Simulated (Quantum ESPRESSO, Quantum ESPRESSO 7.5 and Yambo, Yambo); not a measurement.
# Beyond one shot: InP (F-43m)

How far does self-consistency move the gap of InP (F-43m)?

Main program and level: Quantum ESPRESSO 7.5 and Yambo 5.3.0; PBE and many-body steps on it, plane waves.

### 1. The structure

It takes space group F-43m (No. 216, cubic). The conventional cell has a = 5.869 Å, b = 5.869 Å, c = 5.869 Å, α = 90.00°, β = 90.00°, γ = 90.00°. Nearest to In lie 4 P at 2.54 Å. Nearest to P lie 4 In at 2.54 Å. Farther neighbours are not listed.

The cell and positions come from the Crystallography Open Database and are kept as given unless a step says otherwise.

### 2. Empty states on the mesh, 4×4×4 mesh, 127 bands

This step: Quantum ESPRESSO 7.5; DFT, PBE, plane waves, norm-conserving pseudopotentials.

The sums over transitions need many empty states on a uniform mesh; this step solves for them.

The input, pw.in:

```
&control
  calculation = 'nscf'
  prefix = 'x'
  outdir = 'o'
  pseudo_dir = 'pseudo'
/
&system
  ibrav = 0
  nat = 2
  ntyp = 2
  ecutwfc = 80.0
  nbnd = 127
  force_symmorphic = .true.
/
&electrons
  conv_thr = 1e-9
  electron_maxstep = 80
  diago_full_acc = .true.
  diago_thr_init = 5e-6
/
ATOMIC_SPECIES
  In 114.82 In.upf
  P 30.974 P.upf
CELL_PARAMETERS angstrom
  -0.0000000000 2.9343500000 2.9343500000
  2.9343500000 -0.0000000000 2.9343500000
  2.9343500000 2.9343500000 -0.0000000000
ATOMIC_POSITIONS crystal
  In 0.0000000000 0.0000000000 0.0000000000
  P 0.2500000000 0.2500000000 0.2500000000
K_POINTS automatic
  4 4 4 0 0 0
```

Run with:

```sh
$ OMP_NUM_THREADS=1 mpirun -n 4 pw.x -nk 4 -in pw.in > pw.out
```

Output:

```text
Program PWSCF v.7.5 starts

     This program is part of the open-source Quantum ESPRESSO suite
     for quantum simulation of materials; please cite
         "P. Giannozzi et al., J. Phys.:Condens. Matter 21 395502 (2009);
         "P. Giannozzi et al., J. Phys.:Condens. Matter 29 465901 (2017);
         "P. Giannozzi et al., J. Chem. Phys. 152 154105 (2020);
     in publications or presentations arising from this work. More details at

     Atomic positions and unit cell read from directory:
     o/x.save/

     Message from routine setup:
[...]
64.4159  66.7542  66.7542  66.8024  67.0517  67.0517  68.1622  68.8442
     [... 4 further rows ...]
    91.8718  91.8718  92.4602  92.4602  94.3707  94.5737  94.5737  94.8385
    95.3697  95.3697  96.8620  96.8620  97.7591  98.2623  98.9412

          k = 0.3536 0.0000 0.0000 (  4088 PWs)   bands (ev):

     [... further k-points ...]

     highest occupied, lowest unoccupied level (ev):     8.2604    8.9469

     XML data file, pseudopotentials, collected wavefunctions

=------------------------------------------------------------------------------=
   JOB DONE.
=------------------------------------------------------------------------------=
```

Wall time 9.6 s (4 MPI ranks of Arm Neoverse V1, shared host); peak memory 0.38 GiB.

Numbers from this step:

| Property | Result |
| --- | --- |
| gap | 0.6864 eV |
| k of the valence top | 0, 0, 0 |
| k of the conduction bottom | 0, 0, 0 |
| least direct gap | 0.6864 eV |
| k points computed | 8 |
| lowest point of the top converged band, above the valence top | 89.0312 eV |

On this mesh the gap is 0.686 eV.

The density comes from a self-consistent run that is not shown.

### 3. Conversion and set-up

This step: Yambo 5.3.0; conversion and set-up on PBE, plane waves, norm-conserving pseudopotentials.

The states are converted to the many-body program's format and the q mesh is built.

Run with:

```sh
$ (cd o/x.save; p2y > p2y.log; mv SAVE ../..); yambo > setup.log
```

Output:

```text
 Yambo, version 5.3.0

 [02] CORE Variables Setup
 =========================

  [02.01] Unit cells
  ==================

  Cell kind             :  FCC
  Atoms in the cell     :  In  P
  number of In atoms    :  1
  number of P  atoms    :  1

  List of atomic masses
  Mass of In    :  114.8200
  Mass of P     :  30.97400

  List of atomic coordinates    : [cc]
  In1       :  0.000000  0.000000  0.000000  order 1
  P1       :  2.772559  2.772559  2.772559  order 2

  Alat factors          :  5.545118  5.545118  5.545118 [a.u.]
  Direct lattice volume :  341.0062 [a.u.]
[...]
==========================================

 IBZ Q-points                                      :   8
 BZ  Q-points                                      :   64

 K/Q-points units:
 rlu = crystal or reduced units; cc = cartesian coordinates; iku = interal k-units

 Q [1]          [rlu]:  0.000000  0.000000  0.000000
 Q [2]          [rlu]:  0.92257E-17  0.92257E-17  0.25000
 Q [3]          [rlu]: -0.18451E-16 -0.18451E-16 -0.50000
[...]
Q [7]          [rlu]:  0.40653E-17 -0.50000     -0.50000
 Q [8]          [rlu]:  0.250000 -0.500000 -0.250000

  [03.01] X indexes
  =================

   [03.01.01] Sigma indexes
   ========================

 [06] Game Over & Game summary
```

Wall time 2.8 s (1 MPI rank); peak memory 0.25 GiB.

### 4. G0W0

Now the one-shot GW correction: screening in the RPA, then the self-energy of the levels asked for.

This step: G0W0 on PBE, plane waves, norm-conserving pseudopotentials.

The input, gw1.in:

```
HF_and_locXC
gw0
dyson
ppa
em1d
rim_cut
RandQpts= 1000000
RandGvec= 1 RL
EXXRLvcs= 80 Ry
VXCRLvcs= 320 Ry
Chimod= "HARTREE"
% BndsRnXp
 1 | 127 |
%
NGsBlkXp= 14.5 Ry
% LongDrXp
 1 | 1 | 1 |
%
% GbndRnge
 1 | 127 |
%
DysSolver= "n"
ExtendOut
PPAPntXp= 27.21138 eV
% QPkrange
 1 | 1 | 12 | 15 |
%
```

Run with:

```sh
$ OMP_NUM_THREADS=1 mpirun -n 4 yambo -F gw1.in -J gw1 -C gw1 > gw1.log
```

Output:

```text
 Yambo, version 5.3.0

 [02] CORE Variables Setup
 =========================

  [... cell, symmetries and grids as in the set-up ...]

  [02.05] Energies & Occupations
  ==============================

  [X] === General ===
  [X] Electronic Temperature                        :  0.000000  0.000000 [eV K]
  [X] Bosonic    Temperature                        :  0.000000  0.000000 [eV K]
  [X] Finite Temperature mode                       : no
  [X] El. density                                   :  0.51453E+24 [cm-3]
  [X] Fermi Level                                   :  8.260446 [eV]

  [X] === Gaps and Widths ===
  [X] Conduction Band Min                           :  0.686430 [eV]
  [X] Valence Band Max                              :  0.000000 [eV]
  [X] Filled Bands                                  :  13
  [X] Empty Bands                                   :   14  127
  [X] Direct Gap                                    :  0.686430 [eV]
  [X] Direct Gap localized at k                     :  1
  [X] Indirect Gap                                  :  0.686430 [eV]
  [X] Indirect Gap between kpts                     :  1  1
  [X] Last valence band width                       :  2.892736 [eV]
  [X] 1st conduction band width                     :  3.606218 [eV]

 [03] Transferred momenta grid and indexing
 ==========================================

 IBZ Q-points                                      :   8
 BZ  Q-points                                      :   64

 K/Q-points units:
 rlu = crystal or reduced units; cc = cartesian coordinates; iku = interal k-units

 Q [1]          [rlu]:  0.000000  0.000000  0.000000
 Q [2]          [rlu]:  0.92257E-17  0.92257E-17  0.25000
 Q [3]          [rlu]: -0.18451E-16 -0.18451E-16 -0.50000
 Q [4]          [rlu]: -0.20327E-17  0.25000      0.25000
 Q [5]          [rlu]: -0.25051E-16  0.25000      0.50000
 Q [6]          [rlu]: -0.73963E-16  0.25000     -0.25000
 Q [7]          [rlu]:  0.40653E-17 -0.50000     -0.50000
 Q [8]          [rlu]:  0.250000 -0.500000 -0.250000

 [04] Coloumb potential Random Integration (RIM)
 ===============================================

  [04.01] RIM initialization
  ==========================

  * Diagonal components only detected *

  8 x (sBL volume)        :  0.090926 [a.u.]
  sBZ random points       :  1000000
  Points outside the sBZ  :   7996195
  RL volume               :  0.727407 [a.u.]
  Integrated volume       :  0.727753 [a.u.]

  [04.02] RIM integrals
  =====================

  Gamma point sphere radius             :  0.081567 [a.u.]
  Points outside the sphere             :   799659
  [Int_sBZ(q=0) 1/q^2]*(Vol_sBZ)^(-1/3) =:  7.764404
                                 should be <:  7.795600

  Summary of Coulomb integrals for non-metallic bands |Q|[au] RIM/Bare

  Q [1] 0.100000E-4 0.995998 * Q [2] 0.245324 1.064860
  Q [4] 0.283276 1.063169 * Q [6] 0.400612 1.026099
  Q [5] 0.469759 1.019144 * Q [3] 0.490648 1.017217
  Q [7] 0.566551 1.014132 * Q [8] 0.633423 1.011005

 [05] Dipoles
 ============

  [05.01] Setup: observables and procedures
  =========================================

 [06] Dynamic Dielectric Matrix (PPA)
 ====================================

 [WR./gw1//ndb.pp]---------------------------------------------------------------
  Brillouin Zone Q/K grids (IBZ/BZ)                :    8   64    8   64
  RL vectors                                       :   5029 [WF]
  Coulomb cutoff potential                         : none
  Electronic Temperature                           :  0.000000 [K]
  Bosonic    Temperature                           :  0.000000 [K]
  PPA    diel. fun.  energies                      : Perdew, Burke & Ernzerhof(X)+Perdew, Burke & Ernzerhof(C)
  wavefunctions                                    : Perdew, Burke & Ernzerhof(X)+Perdew, Burke & Ernzerhof(C)
  Global Gauge                                     : length
  X matrix size                                    :   331
  X band range                                     :    1  127
  X e/h energy range                               : -1.000000 -1.000000 [eV]
  X Time ordering                                  : R
  X Hxc Kernel                                     : HARTREE
  X Drude frequency                                :  0.000000  0.000000
  X poles                                          :  100.0000 [o/o]
  RL vectors in the sum                            :   5029
  [r,Vnl] included                                 : yes
  Field direction                                  :  0.577350E-5  0.577350E-5  0.577350E-5
  BZ energy Double Grid                            : no
  BZ energy DbGd points                            : 0
  BZ Q point size factor                           : -1.000000
  X Optical Averaged directions                    : none

 [07] Local Exchange-Correlation + Non-Local Fock
 ================================================

 [VXC] Plane waves :   33079
 [EXS] Plane waves :   4279

 QP @ state[ 1 ] K range:  1  1
 QP @ state[ 1 ] b range:  12  15

 [xc] Functional : Perdew, Burke & Ernzerhof(X)+Perdew, Burke & Ernzerhof(C)
 [xc] LIBXC used to calculate xc functional
  PP Number of Atomic Species                      :  2
  NLCC RL compoments                               :   33079
  PP Number of Atomic Species                      :  2
  NLCC RL compoments                               :   33079

 [xc] E_xc :  -18.18593 [Ha]
      E_xc :  -36.37185 [Ry]

  Local XC kind (lXC) : Perdew, Burke & Ernzerhof(X)+Perdew, Burke & Ernzerhof(C)
  Non-Local XC kind (nlXC) : Hartree-Fock

  Corrections @ K [1] :  [eV]
 <12|nlXC|12> = -14.69986 -0.14001E-17 <12|lXC|12> = -12.90482  0.16193E-22
 <13|nlXC|13> = -14.69983 -0.52051E-17 <13|lXC|13> = -12.90482  0.48531E-20
 <14|nlXC|14> = -7.810342  0.11775E-17 <14|lXC|14> = -11.73024 -0.60805E-20
 <15|nlXC|15> = -6.356840  0.36641E-17 <15|lXC|15> = -10.77631 -0.47227E-16

 [08] Dyson equation: Newton solver
 ==================================

  [08.01] G0W0 (W PPA)
  ====================

  [  GW  ] Bands range     :    1  127
  [GW/PPA] G damping       :  0.100000 [eV]

  QP @ state[ 1 ] K range:  1  1
  QP @ state[ 1 ] b range:  12  15

   Sc/G bands                                       :    1  127
   Sc/G damping                                     :  0.100000 ev
   Sc bands terminator                              : no
   Sx RL components                                 :   4279

   QP @ state[ 1 ] K range                          :  1  1
   QP @ state[ 1 ] b range                          :  12  15
   GF energies kind                                 : Perdew, Burke & Ernzerhof(X)+Perdew, Burke & Ernzerhof(C)
   GF WF`s kind                                     : Perdew, Burke & Ernzerhof(X)+Perdew, Burke & Ernzerhof(C)
   Xs energies kind                                 : Perdew, Burke & Ernzerhof(X)+Perdew, Burke & Ernzerhof(C)
   Xs WF`s kind                                     : Perdew, Burke & Ernzerhof(X)+Perdew, Burke & Ernzerhof(C)

 [11] Game Over & Game summary
```

The job ended after 1.8 min (4 MPI ranks; peak memory 1.6 GiB).

This step gave:

* G0W0 gap on the points computed: 1.374 eV
* starting gap on the mesh: 0.6864 eV
* k of the valence top: 0, 0, 0
* k of the conduction bottom: 0, 0, 0
* least direct G0W0 gap on the computed points: 1.374 eV
* Z at the valence top: 0.7804
* Z at the conduction bottom: 0.7941

The gap on the mesh goes from 0.69 eV to 1.37 eV, a correction of +0.69 eV.

### 5. evGW0, cycle 1

This step: evGW0 on PBE, plane waves, norm-conserving pseudopotentials.

gw3.in, as its differences from gw1.in of step 4:

```diff
@@ -25,3 +25,4 @@
 % QPkrange
- 1 | 1 | 12 | 15 |
+ 1 | 8 | 10 | 17 |
 %
+GfnQPdb= "E < ./gw2/ndb.QP"
```

Run with:

```sh
$ OMP_NUM_THREADS=1 mpirun -n 4 yambo -F gw3.in -J gw3,gw1_W -C gw3 > gw3.log
```

Output:

```text
 Yambo, version 5.3.0

 [02] CORE Variables Setup
 =========================

  [... cell, symmetries and grids as in the set-up ...]

  [02.05] Energies & Occupations
  ==============================

  [X] === General ===
  [X] Electronic Temperature                        :  0.000000  0.000000 [eV K]
  [X] Bosonic    Temperature                        :  0.000000  0.000000 [eV K]
  [X] Finite Temperature mode                       : no
  [X] El. density                                   :  0.51453E+24 [cm-3]
  [X] Fermi Level                                   :  8.260446 [eV]

  [X] === Gaps and Widths ===
  [X] Conduction Band Min                           :  0.686430 [eV]
  [X] Valence Band Max                              :  0.000000 [eV]
  [X] Filled Bands                                  :  13
  [X] Empty Bands                                   :   14  127
  [X] Direct Gap                                    :  0.686430 [eV]
  [X] Direct Gap localized at k                     :  1
  [X] Indirect Gap                                  :  0.686430 [eV]
  [X] Indirect Gap between kpts                     :  1  1
  [X] Last valence band width                       :  2.892736 [eV]
  [X] 1st conduction band width                     :  3.606218 [eV]

 [03] Transferred momenta grid and indexing
 ==========================================

 IBZ Q-points                                      :   8
 BZ  Q-points                                      :   64

 K/Q-points units:
 rlu = crystal or reduced units; cc = cartesian coordinates; iku = interal k-units

 Q [1]          [rlu]:  0.000000  0.000000  0.000000
 Q [2]          [rlu]:  0.92257E-17  0.92257E-17  0.25000
 Q [3]          [rlu]: -0.18451E-16 -0.18451E-16 -0.50000
[...]
[G+QP] Indirect Gap                               :  1.373536 [eV]
  [G+QP] Indirect Gap between kpts                  :  1  1
  [G+QP] Last valence band width                    :  3.020846 [eV]
  [G+QP] 1st conduction band width                  :  3.416242 [eV]

  [coarse-grid] Minimum Bare Gap        [ev]:  0.686430
  [coarse-grid] Minimum Gap Correction  [ev]:  0.687106

  Eqp @ K [1]
  -113.4062  -72.4981  -72.4981  -72.4981  -14.0693  -14.0693  -14.0693  -13.9229
   -13.9229     -11.2973    -0.620659E-4 -0.254897E-4   0.00000      1.37354      4.87268      4.87273
    4.87263   9.25305  10.08650  10.08650  11.89753  11.89753  11.89753  14.58366
[...]
Eqp @ K [2]
[...]
Eqp @ K [3]
[...]
Eqp @ K [4]
[...]
Eqp @ K [5]
[...]
[... 2 further k-points ...]
  Eqp @ K [8]
[...]
6.80304  10.83389  11.92363  12.71561  12.72939  15.15959  17.36553  18.02857
   18.12993  18.25291  19.18025  19.66139  22.58828  24.57227  24.62320  25.06295

 [07] Dipoles
 ============

  [07.01] Setup: observables and procedures
  =========================================

 [08] Dynamic Dielectric Matrix (PPA)
 ====================================

   Sc/G bands                                       :    1  127
   Sc/G damping                                     :  0.100000 ev
   Sc bands terminator                              : no
   Sx RL components                                 :   4279

   QP @ state[ 1 ] K range                          :   1   8
   QP @ state[ 1 ] b range                          :  10  17
   GF energies kind                                 : Perdew, Burke & Ernzerhof(X)+Perdew, Burke & Ernzerhof(C)+ E < ./gw2/ndb.QP + @E Fit
   GF WF`s kind                                     : Perdew, Burke & Ernzerhof(X)+Perdew, Burke & Ernzerhof(C)
   Xs energies kind                                 : Perdew, Burke & Ernzerhof(X)+Perdew, Burke & Ernzerhof(C)
   Xs WF`s kind                                     : Perdew, Burke & Ernzerhof(X)+Perdew, Burke & Ernzerhof(C)

 [13] Game Over & Game summary
```

Run time: 9 min. Hardware: 4 MPI ranks; peak memory 1.7 GiB.

This step gave:

* quasiparticle gap on the mesh: 1.441 eV
* gap of the density functional on the mesh: 0.6864 eV
* k of the valence top: 0, 0, 0
* k of the conduction bottom: 0, 0, 0
* least direct quasiparticle gap on the computed points: 1.441 eV
* Z at the valence top: 0.7828
* Z at the conduction bottom: 0.8015

Against G0W0 in Yambo (4×4×4 mesh, 127 bands, screening to 197.3 eV, Godby-Needs plasmon pole), the gap moves by +0.067 eV.

The program's own table gives 1.577 eV, which is too large where the input levels are shifted: this version takes Σc at the unshifted level E₀, yet steps from the shifted one. The value above is the Newton step from E₀, E₀ + Z(Σc + Σx − Vxc), rebuilt from the printed columns.

### 6. evGW0, cycle 2

The corrected levels of the last cycle go back in.

gw4.in, as its differences from gw3.in of step 5:

```diff
@@ -27,2 +27,2 @@
 %
-GfnQPdb= "E < ./gw2/ndb.QP"
+GfnQPdb= "E < ./gw3_fix/ndb.QP"
```

Run with:

```sh
$ OMP_NUM_THREADS=1 mpirun -n 4 yambo -F gw4.in -J gw4,gw1_W -C gw4 > gw4.log
```

Output:

```text
 Yambo, version 5.3.0

 [02] CORE Variables Setup
 =========================

  [... cell, symmetries and grids as in the set-up ...]

  [02.05] Energies & Occupations
  ==============================

  [X] === General ===
  [X] Electronic Temperature                        :  0.000000  0.000000 [eV K]
  [X] Bosonic    Temperature                        :  0.000000  0.000000 [eV K]
  [X] Finite Temperature mode                       : no
  [X] El. density                                   :  0.51453E+24 [cm-3]
[...]
Sx RL components                                 :   4279

   QP @ state[ 1 ] K range                          :   1   8
   QP @ state[ 1 ] b range                          :  10  17
   GF energies kind                                 : Perdew, Burke & Ernzerhof(X)+Perdew, Burke & Ernzerhof(C)+ E < ./gw2/ndb.QP + @E Fit+ E < ./gw3_fix/
   GF WF`s kind                                     : Perdew, Burke & Ernzerhof(X)+Perdew, Burke & Ernzerhof(C)
   Xs energies kind                                 : Perdew, Burke & Ernzerhof(X)+Perdew, Burke & Ernzerhof(C)
   Xs WF`s kind                                     : Perdew, Burke & Ernzerhof(X)+Perdew, Burke & Ernzerhof(C)

 [13] Game Over & Game summary
```

Elapsed: 9 min, on 4 MPI ranks; peak memory 1.7 GiB.

This step gave:

```
quasiparticle gap on the mesh                         : 1.448 eV
gap of the density functional on the mesh             : 0.6864 eV
k of the valence top                                  : 0, 0, 0
k of the conduction bottom                            : 0, 0, 0
least direct quasiparticle gap on the computed points : 1.448 eV
```

Against the cycle before, the gap moves by +0.007 eV.

The program's own table gives 1.597 eV, which is too large where the input levels are shifted: this version takes Σc at the unshifted level E₀, yet steps from the shifted one. The value above is the Newton step from E₀, E₀ + Z(Σc + Σx − Vxc), rebuilt from the printed columns.

[end of part 1 of 2]

[Paths, hosts, dates, memory and timing lines, banners, echoed tables and standing remarks are left out of the program output.]

[Logs are printed without paths, hosts, clocks, repeated set-up lines and the standing remarks that a program may print on its own settings, such as how far it seeks lower states.]

[Runs of the session that timed out or met a known fault of the program may be left out.]

[Hosts, paths, dates, database ids (printed as entryN), source tags and the programs' standing remarks are cut or masked in the printed files.]
